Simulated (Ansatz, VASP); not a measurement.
# Two plane-wave programs on F

Contents of INCAR:

```
ALGO = Normal ; EDIFF = 1E-7
EDIFFG = -0.04 ; ENCUT = 600
GGA = PE ; IBRION = 2
ISIF = 3 ; ISMEAR = 0
LASPH = True ; LCHARG = False
LREAL = False ; LWAVE = False
NELM = 100 ; NSW = 90
PREC = Accurate ; SIGMA = 0.1
```

Contents of KPOINTS:

```
k-points
0
Gamma
  10 10 10
```

The input POSCAR:

```
F
1.0
   -1.0735545700      1.0735545700      2.5889177900
    1.0735545700     -1.0735545700      2.5889177900
    1.0735545700      1.0735545700     -2.5889177900
F
6
Direct
    0.7872112300      0.7872112300      0.0000000000
    0.5372112300      0.0372112300      0.5000000000
    0.9627887700      0.4627887700      0.5000000000
    0.2127887700      0.2127887700      0.0000000000
    0.0000000000      0.0000000000      0.0000000000
    0.7500000000      0.2500000000      0.5000000000
```

Input for Ansatz:

```yaml
crystal:
  lattice:
    - [-1.07355457, 1.07355457, 2.58891779]
    - [1.07355457, -1.07355457, 2.58891779]
    - [1.07355457, 1.07355457, -2.58891779]
  atoms:
    - { symbol: F, position: [0.78721123, 0.78721123, 0.0] }
    - { symbol: F, position: [0.53721123, 0.03721123, 0.5] }
    - { symbol: F, position: [0.96278877, 0.46278877, 0.5] }
    - { symbol: F, position: [0.21278877, 0.21278877, 0.0] }
    - { symbol: F, position: [0.0, 0.0, 0.0] }
    - { symbol: F, position: [0.75, 0.25, 0.5] }
basis:
  ecutwfc: 420
kpoints:
  mp_grid: { grid: [10, 10, 10] }
hamiltonian:
  xc: pbe
scf:
  occupations: { method: gaussian, width: 0.1 }
  lower_state_search: "off"
output:
  forces: true
  stress: true
  eigenvalues: true
relax:
  adjacent_minimum: "off"
  f_tol: 0.04
  max_steps: 70
  cell: { stress_tol: 0.4 }
```

Alike in both runs: task relaxation of cell and atoms; functional PBE; k mesh 10 × 10 × 10; occupations gaussian, width 0.1 eV; no spin polarisation.

```csv
,VASP,Ansatz
version,VASP 6.6.1,Ansatz 0.2.0
potentials or method,"VASP PAW PBE potentials, release 64 (F)","scalar-relativistic, plane waves, PAW"
plane-wave cutoff (eV),600,420
valence electrons in the cell,42,42
```

Ansatz gave:

```
gap on the k mesh at the Fermi level, each at its own relaxed structure (eV) : none
relaxed volume (Å³/atom)                                                     : 14.35
relaxed cell length with the largest relative difference (Å)                 : 6.957
energy change over the relaxation (meV/atom)                                 : -38986
```

Problem. What did VASP give for the same quantities?

Solution. gap on the k mesh at the Fermi level, each at its own relaxed structure (eV): none; relaxed volume (Å³/atom): 5.49; relaxed cell length with the largest relative difference (Å): 4.089; energy change over the relaxation (meV/atom): -36441.

A gap of «none» marks a metal or a gap that the smearing closes. One of these differences is far larger than is usual between the two programs; its cause wasn't traced.

Caveats: the k mesh is coarse (spacing up to 0.41 Å⁻¹), so the values aren't converged; the standard files for N, O and F lose accuracy on very short bonds; the volume moved by over 15 % at a fixed basis, so the end points are rough (VASP).
